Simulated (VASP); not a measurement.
# C (a cell with a defect) in VASP: relaxation of the atoms with r2SCAN

Aim: the relaxation of the atoms of C (a cell with a defect) with r2SCAN.

Everything below comes from runs of VASP 6.6.1. Logs are shortened: lines on timing, memory, paths and dates and some standing lists are left out, and cuts for length are marked.

## (1) The structure

The cell holds a defect, 63 atoms: a = 7.114 Å, b = 7.114 Å, c = 7.114 Å, α = 90.00°, β = 90.00°, γ = 90.00°.

The cell was built by a generator and needn't be a form met in nature.

## (2) Relaxation of the atoms, r2SCAN

File INCAR:

```
PREC = Accurate
ENCUT = 450
EDIFF = 1E-6
ISMEAR = -1
SIGMA = 0.05
LREAL = F
LASPH = T
NELM = 80
ALGO = Normal
ISIF = 2
LWAVE = F
LCHARG = F
METAGGA = R2SCAN
LMIXTAU = T
IBRION = 2
NSW = 40
EDIFFG = -0.005
```

File KPOINTS:

```
regular mesh
0
Gamma
  2 2 2
```

File POSCAR:

```
C
1.0
    7.1140000000      0.0000000000      0.0000000000
    0.0000000000      7.1140000000      0.0000000000
    0.0000000000      0.0000000000      7.1140000000
C
63
Direct
    0.7500000000      0.2500000000      0.0000000000
    0.7500000000      0.0000000000      0.2500000000
    0.0000000000      0.0000000000      0.0000000000
    0.2500000000      0.2500000000      0.0000000000
    0.5000000000      0.5000000000      0.0000000000
    0.7500000000      0.7500000000      0.0000000000
    0.2500000000      0.0000000000      0.2500000000
    0.5000000000      0.2500000000      0.2500000000
    0.7500000000      0.5000000000      0.2500000000
    0.5000000000      0.0000000000      0.5000000000
    0.7500000000      0.2500000000      0.5000000000
    0.7500000000      0.0000000000      0.7500000000
    0.0000000000      0.5000000000      0.0000000000
    0.2500000000      0.7500000000      0.0000000000
    0.0000000000      0.2500000000      0.2500000000
    0.2500000000      0.5000000000      0.2500000000
    0.5000000000      0.7500000000      0.2500000000
    0.0000000000      0.0000000000      0.5000000000
    0.2500000000      0.2500000000      0.5000000000
    0.5000000000      0.5000000000      0.5000000000
    0.7500000000      0.7500000000      0.5000000000
    0.2500000000      0.0000000000      0.7500000000
    0.5000000000      0.2500000000      0.7500000000
    0.7500000000      0.5000000000      0.7500000000
    0.0000000000      0.7500000000      0.2500000000
    0.0000000000      0.5000000000      0.5000000000
    0.2500000000      0.7500000000      0.5000000000
    0.0000000000      0.2500000000      0.7500000000
    0.2500000000      0.5000000000      0.7500000000
    0.5000000000      0.7500000000      0.7500000000
    0.0000000000      0.7500000000      0.7500000000
    0.6250000000      0.1250000000      0.1250000000
    0.8750000000      0.3750000000      0.1250000000
    0.8750000000      0.1250000000      0.3750000000
    0.1250000000      0.1250000000      0.1250000000
    0.3750000000      0.3750000000      0.1250000000
    0.6250000000      0.6250000000      0.1250000000
    0.8750000000      0.8750000000      0.1250000000
    0.3750000000      0.1250000000      0.3750000000
    0.6250000000      0.3750000000      0.3750000000
    0.8750000000      0.6250000000      0.3750000000
    0.6250000000      0.1250000000      0.6250000000
    0.8750000000      0.3750000000      0.6250000000
    0.8750000000      0.1250000000      0.8750000000
    0.1250000000      0.6250000000      0.1250000000
    0.3750000000      0.8750000000      0.1250000000
    0.1250000000      0.3750000000      0.3750000000
    0.3750000000      0.6250000000      0.3750000000
    0.6250000000      0.8750000000      0.3750000000
    0.1250000000      0.1250000000      0.6250000000
    0.3750000000      0.3750000000      0.6250000000
    0.6250000000      0.6250000000      0.6250000000
    0.8750000000      0.8750000000      0.6250000000
    0.3750000000      0.1250000000      0.8750000000
    0.6250000000      0.3750000000      0.8750000000
    0.8750000000      0.6250000000      0.8750000000
    0.1250000000      0.8750000000      0.3750000000
    0.1250000000      0.6250000000      0.6250000000
    0.3750000000      0.8750000000      0.6250000000
    0.1250000000      0.3750000000      0.8750000000
    0.3750000000      0.6250000000      0.8750000000
    0.5625000000      0.9375000000      0.9375000000
    0.1250000000      0.8750000000      0.8750000000
```

Potentials or basis: VASP PAW PBE potentials, release 64 (C).

Started as:

```console
$ cat potpaw_PBE.64/C/POTCAR > POTCAR
$ mpirun -np 1 vasp_std > vasp.out
```

OUTCAR:

```text
PREC = Accurate
   ENCUT = 450
   EDIFF = 1E-6
   ISMEAR = -1
   LREAL = F
   LASPH = T
   NELM = 80
   ISIF = 2
   METAGGA = R2SCAN
   IBRION = 2
   NSW = 40
   EDIFFG = -0.005

 ion  position               nearest neighbor table
   1  0.750  0.250  0.000-  32 1.54  33 1.54  44 1.54  55 1.54
   2  0.750  0.000  0.250-  32 1.54  34 1.54  38 1.54  49 1.54
   3  0.000  0.000  0.000-  35 1.54  38 1.54  44 1.54  63 1.54
   4  0.250  0.250  0.000-  35 1.54  36 1.54  54 1.54  60 1.54
   5  0.500  0.500  0.000-  36 1.54  37 1.54  55 1.54  61 1.54
   6  0.750  0.750  0.000-  37 1.54  38 1.54  56 1.54  62 1.94
[... 53 lines left out ...]
  60  0.125  0.375  0.875-   4 1.54  13 1.54  28 1.54  29 1.54
  61  0.375  0.625  0.875-   5 1.54  14 1.54  29 1.54  30 1.54
  62  0.562  0.938  0.938-   6 1.94  12 1.94  30 1.94  32 1.94  46 1.94  54 1.94
  63  0.125  0.875  0.875-   3 1.54  14 1.54  22 1.54  31 1.54

  LATTYP: Found a simple cubic cell.
 ALAT       =     7.1140000000

  Lattice vectors:

 A1 = (   7.1140000000,   0.0000000000,   0.0000000000)
 A2 = (   0.0000000000,   7.1140000000,   0.0000000000)
 A3 = (   0.0000000000,   0.0000000000,   7.1140000000)

Analysis of symmetry for initial positions (statically):
=====================================================================
 Subroutine PRICEL returns:
 Original cell was already a primitive cell.

 Routine SETGRP: Setting up the symmetry group for a
 simple cubic supercell.

 Subroutine GETGRP returns: Found 12 space group operations
 (whereof  2 operations were pure point group operations)
 out of a pool of 48 trial point group operations.

The static configuration has the point symmetry C_1h.
 The point group associated with its full space group is D_3d.

Analysis of symmetry for dynamics (positions and initial velocities):
=====================================================================
 Subroutine PRICEL returns:
 Original cell was already a primitive cell.

 Routine SETGRP: Setting up the symmetry group for a
 simple cubic supercell.

 Subroutine GETGRP returns: Found 12 space group operations
 (whereof  2 operations were pure point group operations)
 out of a pool of 48 trial point group operations.

The dynamic configuration has the point symmetry C_1h.
 The point group associated with its full space group is D_3d.

 Subroutine INISYM returns: Found 12 space group operations
 (whereof  2 operations are pure point group operations),
 and found     1 'primitive' translations
[... 218 lines left out ...]
  Fermi-wavevector in a.u.,A,eV,Ry     =   1.453543  2.746798 28.746207  2.112787
  Thomas-Fermi vector in A             =   2.570797
   LORBIT       =      0    0 simple, 1 ext, 2 COOP (PROOUT), +10 PAW based schemes
   METAGGA = R2SCAN    functional components
   LHFCALC =     F    Hartree Fock is set to
   AEXX    =    0.0000 exact exchange contribution
   IVDW    =     0    specifies the selected vdW correction
   LEPSILON=     F    determine dielectric tensor
   LRPA    =     F    only Hartree local field effects (RPA)
 conjugate gradient relaxation of ions
 non-spin polarized calculation
  energy-cutoff  :      450.00
  volume of cell :      360.03
 maximum number of plane-waves:      7856
 NGX is ok and might be reduce to    50
   NGX = 25   NGY = 25   NGZ = 25

--------------------------------------- Ionic step        1  -------------------------------------------

 number of electron     251.9999966 magnetization

 Free energy of the ion-electron system (eV)
  ---------------------------------------------------
  ext. energy  EPLUGINS =         0.00000000
  ---------------------------------------------------
  free energy    TOTEN  =      -608.32508754 eV

  energy without entropy =     -608.28252824  energy(sigma->0) =     -608.30380789

------------------------ aborting loop because EDIFF is reached ----------------------------------------

  FORCE on cell =-STRESS in cart. coord.  units (eV):
  Direction    XX          YY          ZZ          XY          YZ          ZX
  --------------------------------------------------------------------------------------
  -------------------------------------------------------------------------------------
  Total       -2.7232112     -2.7232112     -2.7232112     10.8011861    -10.8011861     10.8011861
  in kB      -12.1185407    -12.1185407    -12.1185407     48.0662729    -48.0662729     48.0662729
  external PRESSURE =     -12.1185407 kB  Pullay stress =       0.0000000 kB
[... 272 lines left out ...]
  FREE ENERGIE OF THE ION-ELECTRON SYSTEM (eV)
  ---------------------------------------------------
  free  energy   TOTEN  =      -609.1323825840 eV

  energy  without entropy=     -609.0883588677  energy(sigma->0) =     -609.11037073

[... ionic steps 4 to 12 ...]

--------------------------------------- Ionic step       13  -------------------------------------------

 number of electron     251.9999988 magnetization

------------------------ aborting loop because EDIFF is reached ----------------------------------------
[... 189 lines left out ...]
--------------------------------------- Ionic step       15  -------------------------------------------

 number of electron     251.9999988 magnetization

 Free energy of the ion-electron system (eV)
  ---------------------------------------------------
  ext. energy  EPLUGINS =         0.00000000
  ---------------------------------------------------
  free energy    TOTEN  =      -609.42706124 eV

  energy without entropy =     -609.38339996  energy(sigma->0) =     -609.40523060

 E-fermi :  10.6592     XC(G=0): -14.2275

 val. band max:       10.3975345889   @ k =   0.5000   0.0000   0.0000
 cond. band min:      10.6628437447   @ k =   0.5000   0.0000   0.0000
 fundamental gap:      0.2653091558
 Fermi energy:        10.6592321390

 k-point     1 :       0.0000    0.0000    0.0000
  band No.  band energies     occupation
      1     -13.1080      2.00000
      2     -10.8586      2.00000
      3     -10.8586      2.00000
      4     -10.7703      2.00000
      5     -10.7703      2.00000
      6     -10.5871      2.00000
[... 553 lines left out ...]
    137      15.9981      0.00000
    138      15.9981      0.00000
 [bands above 138 left out]

------------------------ aborting loop because EDIFF is reached ----------------------------------------

  FORCE on cell =-STRESS in cart. coord.  units (eV):
  Direction    XX          YY          ZZ          XY          YZ          ZX
  --------------------------------------------------------------------------------------
  -------------------------------------------------------------------------------------
  Total       -1.5061689     -1.5061689     -1.5061689     12.4820217    -12.4820217     12.4820217
  in kB       -6.7025904     -6.7025904     -6.7025904     55.5461464    -55.5461464     55.5461464
  external PRESSURE =      -6.7025904 kB  Pullay stress =       0.0000000 kB
[... 78 lines left out ...]
  FREE ENERGIE OF THE ION-ELECTRON SYSTEM (eV)
  ---------------------------------------------------
  free  energy   TOTEN  =      -609.4270612428 eV

  energy  without entropy=     -609.3833999610  energy(sigma->0) =     -609.40523060

 reached required accuracy - stopping structural energy minimisation
```

It took 1.8 h on 1 thread of Intel Xeon Platinum 8488C (Sapphire Rapids), shared host; peak memory 0.44 GiB.

What came out:

| Quantity | Value |
| --- | --- |
| Free energy | -609.4271 eV |
| Energy gained by relaxing | 17.5 meV/atom |
| Ionic steps | 15 |
| Largest force after relaxing | 0.004 eV/Å |
| Band gap on the k mesh | none (metal or under the smearing width) |

Forces in eV/Å, atoms in the order of the input:
```
C    0.003  0.001 -0.002
C    0.003 -0.002  0.001
C    0.003 -0.001 -0.001
C    0.001 -0.001  0.003
C    0.001 -0.003 -0.001
C    0.001 -0.001 -0.001
C    0.001  0.003 -0.001
C   -0.003 -0.001 -0.001
C   -0.001  0.001 -0.001
C    0.001 -0.001 -0.003
C   -0.001 -0.001  0.001
C    0.001 -0.001 -0.001
C    0.002 -0.002 -0.001
C   -0.001 -0.003 -0.002
C    0.000 -0.001 -0.001
C    0.001  0.000 -0.001
C    0.002 -0.003  0.001
C    0.002 -0.001 -0.002
C    0.001 -0.001  0.000
C    0.001 -0.002 -0.002
C    0.001 -0.001  0.000
C   -0.001 -0.002 -0.003
C    0.002  0.001 -0.003
C    0.001  0.000 -0.001
C   -0.001  0.001 -0.001
C    0.003 -0.003 -0.003
C    0.001  0.001  0.001
C   -0.001 -0.001  0.001
C    0.001  0.001  0.001
C    0.001 -0.001 -0.001
C    0.000 -0.001 -0.001
C   -0.001  0.001  0.001
C   -0.001 -0.001 -0.001
C   -0.001 -0.001 -0.001
C    0.000  0.001  0.001
C   -0.001  0.000  0.001
C   -0.002 -0.001  0.003
C    0.001  0.002  0.003
C   -0.001  0.001  0.000
C   -0.001  0.002  0.002
C   -0.001  0.001  0.000
C   -0.002  0.003 -0.001
C   -0.001  0.000  0.001
C    0.001  0.003  0.002
C    0.001  0.001 -0.001
C   -0.001  0.001  0.001
C   -0.003  0.003  0.003
C    0.001  0.001 -0.001
C   -0.001  0.001  0.003
C    0.001 -0.001  0.001
C    0.001 -0.001  0.001
C    0.003  0.001  0.001
C   -0.001 -0.003  0.001
C   -0.001  0.001  0.001
C   -0.001  0.003  0.001
C   -0.001  0.001 -0.003
C   -0.002  0.001  0.002
C    0.000  0.001  0.001
C   -0.003  0.002 -0.001
C   -0.002  0.002  0.001
C   -0.003 -0.001  0.002
C    0.000  0.000  0.000
C   -0.003  0.001  0.001
```

The path:
```csv
step,energy change (eV),largest force (eV/Å),pressure (GPa)
1,0.0000,3.2295,-1.21
2,1.0234,4.3884,1.90
3,-0.8073,0.8813,-0.65
4,-1.0021,0.6200,-0.66
5,-1.0143,0.4648,-0.68
6,-1.0647,0.5071,-0.68
7,-1.0795,0.3108,-0.70
8,-1.0974,0.1463,-0.69
9,-1.1001,0.0847,-0.70
10,-1.1010,0.0685,-0.68
11,-1.1018,0.0295,-0.69
12,-1.1019,0.0163,-0.67
13,-1.1020,0.0086,-0.68
14,-1.1020,0.0087,-0.68
15,-1.1020,0.0045,-0.67
```

Final structure:
```xyz
63
Lattice="7.1140 0.0000 0.0000 0.0000 7.1140 0.0000 0.0000 0.0000 7.1140" Properties=species:S:1:pos:R:3 pbc="T T T"
C     5.3556    1.7842    7.1133
C     5.3556    7.1133    1.7842
C     0.0041    7.1114    7.1114
C     1.8195    1.7375    7.0987
C     3.5596    3.5529    7.1114
C     5.3151    5.3559    0.0918
C     1.8195    7.0987    1.7375
C     3.5723    1.7375    1.7375
C     5.3425    3.5503    1.7907
C     3.5596    7.1114    3.5529
C     5.3425    1.7907    3.5503
C     5.3151    0.0918    5.3559
C     7.1101    3.5609    0.0082
C     1.7728    5.3154    7.1133
C     0.0166    1.7723    1.7723
C     1.7847    3.5404    1.7723
C     3.5577    5.3154    1.7842
C     7.1101    0.0082    3.5609
C     1.7847    1.7723    3.5404
C     3.5488    3.5609    3.5609
C     5.3206    5.3504    3.5800
C     1.7728    7.1133    5.3154
C     3.5577    1.7842    5.3154
C     5.3206    3.5800    5.3504
C     0.0067    5.3285    1.7907
C     7.1106    3.5604    3.5604
C     1.7663    5.3285    3.5503
C     0.0067    1.7907    5.3285
C     1.7663    3.5503    5.3285
C     3.4652    5.3559    5.3559
C     7.0910    5.3504    5.3504
C     4.5381    0.8689    0.8689
C     6.2369    2.6744    0.8962
C     6.2369    0.8962    2.6744
C     0.9122    0.8743    0.8743
C     2.6827    2.6448    0.8743
C     4.4455    4.4406    0.9093
C     6.2304    6.2255    0.9093
C     2.6827    0.8743    2.6448
C     4.4545    2.6638    2.6638
C     6.2185    4.4525    2.6844
C     4.4455    0.9093    4.4406
C     6.2185    2.6844    4.4525
C     6.2304    0.9093    6.2255
C     0.8826    4.4341    0.8962
C     2.6881    6.1329    0.8689
C     0.8927    2.6643    2.6643
C     2.6608    4.4341    2.6744
C     4.4436    6.2274    2.6718
C     0.8826    0.8962    4.4341
C     2.6608    2.6744    4.4341
C     4.4309    4.4873    4.4873
C     6.1837    6.2401    4.4873
C     2.6881    0.8689    6.1329
C     4.4436    2.6718    6.2274
C     6.1837    4.4873    6.2401
C     0.8932    6.2165    2.6638
C     0.8726    4.4525    4.4525
C     2.6477    6.2255    4.4406
C     0.8932    2.6638    6.2165
C     2.6477    4.4406    6.2255
C     4.0016    6.6694    6.6694
C     0.8852    6.2274    6.2274
```

Caveat: the k mesh is coarse (spacing up to 0.44 Å⁻¹), so the values aren't converged; the cutoff is under 1.25 times the usual one of these potentials, so pressure, stress and relaxed cells hold a basis-set (Pulay) error; the PAW data sets were made with another functional, which shifts forces and pressure a little.
